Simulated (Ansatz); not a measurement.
# KBr: energy along a strain

KBr, Fm-3m, a = 6.550 Å. Ansatz: PBEsol, PAW, 420 eV, Γ-centred 6×6×6 mesh on 2 atoms, Gaussian smearing 0.05 eV; no spin polarisation. Cell vectors (Å): 0.000 3.275 3.275; 3.275 0.000 3.275; 3.275 3.275 0.000. The cell is strained by x per cent times the pattern (0 0 0 1 0 0) in the order xx yy zz yz xz xy (engineering shears), with fractional coordinates held. y is the free energy over the start, V0 = 35.123 Å³/atom. Symmetry makes y even in x. Points with a strain past 8.5 % were computed too (2) and aren't used here.

```
x (%) y (meV/atom)
-5.00          1.38
 0.00          0.00
 1.25          0.09
 2.50          0.35
 3.75          0.78
 6.25          2.17
 7.50             ?
```

**Question.** Fit y = c2 x² + c4 x⁴ to the other rows, get the stiffness along the pattern, and predict the missing energy.

**Answer.** Least squares on the rows shown. y = 0.05523 x² + 7.094×10⁻⁶ x⁴. The clamped-ion stiffness p·C·p = 2 × 0.5523 eV × 160.2 / 35.123 Å³ = 5.0 GPa, which is C44 in these axes. At x = 7.50 the fit asked for gives 3.13 meV/atom. The run gave 3.13 meV/atom, the same to the digits shown.